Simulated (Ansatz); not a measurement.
The system is InAs.

```xyz
2
Lattice="0.0000 2.8773 2.8773 2.8773 0.0000 2.8773 2.8773 2.8773 0.0000" Properties=species:S:1:pos:R:3 pbc="T T T"
In    2.8773    2.8773    2.8773
As    0.0000    0.0000    0.0000
```

Measurements of this composition are mostly on another form, of space group No. 216.

| Quantity | Value |
| --- | --- |
| Program | Ansatz 0.2.0 |
| Task | relaxation of cell and atoms |
| Functional | RPBE |
| Potentials or basis | Ansatz PAW |
| Cutoff | 420 eV (not typed: the program's choice for these potentials) |
| k mesh | 8 × 8 × 8 |
| Occupations | fermi-dirac, width 0.05 eV |
| Spin | no spin polarisation |

At the start: volume 23.82 Å³/atom.

Q: How do energy, volume and symmetry change on relaxing?

A: It ends after 6 steps and the volume is 24.52 Å³/atom (+2.9 %); space group Fm-3m (No. 225, to 0.05 Å).

Step by step:
| step | energy change (eV) | largest force (eV/Å) | volume (Å³) |
| --- | --- | --- | --- |
| 1 | 0.0000 | 0.0000 | 47.64 |
| 2 | -0.0045 | 0.0000 | 49.84 |
| 3 | -0.0068 | 0.0000 | 49.08 |
| 4 | -0.0072 | 0.0000 | 49.08 |
| 5 | -0.0072 | 0.0000 | 49.04 |
| 6 | -0.0072 | 0.0000 | 49.04 |

Final structure:
```yaml
crystal:
  lattice:
    - [0.00000, 2.90516, 2.90516]
    - [2.90516, 0.00000, 2.90516]
    - [2.90516, 2.90516, 0.00000]
  atoms:
    - { symbol: In, position: [0.50000, 0.50000, 0.50000] }
    - { symbol: As, position: [0.00000, 0.00000, 0.00000] }
```

Caveat: the plane-wave basis is chosen anew once the cell has moved, so the energies of steps on either side of that aren't comparable; the PAW data sets come from PBE, with cores solved anew for the run's functional, which leaves a small shift of forces and pressure.
